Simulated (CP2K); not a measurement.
BaTiO3:

```
Ba Ti O
1.0
     3.99980    0.00000    0.00000
     0.00000    3.99980    0.00000
     0.00000    0.00000    4.01800
Ba Ti O
1 1 3
Cartesian
  0.0000 0.0000 0.0000
  1.9999 1.9999 1.9688
  0.0000 1.9999 2.0773
  1.9999 0.0000 2.0773
  1.9999 1.9999 0.0763
```

Base run:

| Quantity | Value |
| --- | --- |
| Program | CP2K 2026.2 |
| Functional | PBE |
| Potentials or basis | GTH_POTENTIALS Ba GTH-PBE-q10, Ti GTH-PBE-q12, O GTH-PBE-q6; DZVP-MOLOPT-SR-GTH basis |
| Density cutoff | 8163 eV |
| k mesh | 5 × 5 × 5 |
| Occupations | fermi-dirac, width 0.05 eV |
| Spin | no spin polarisation |

Its results: band gap on the k mesh 1.86 eV, indirect (least direct gap 2.02 eV).

**Question.** The run is repeated on the same cell with these changes: hubbard terms from none to Ti d U = 2.0 eV. What comes out?

**Answer.** Band gap on the k mesh 2.06 eV, indirect (least direct gap 2.24 eV).

The U term pushes filled and empty states of the shell apart.

Caveats: spin-orbit coupling is left out, which moves the levels of the heavy elements; an odd mesh through Γ misses points on the zone boundary, where band edges often lie; the basis of atomic orbitals isn't converged, which shifts pressures, moduli and gaps; this program's U acts on Mulliken populations of all basis functions of the shell, so it isn't the U of plane-wave codes (some runs); energies scatter by some meV and the pressure isn't listed (some runs).
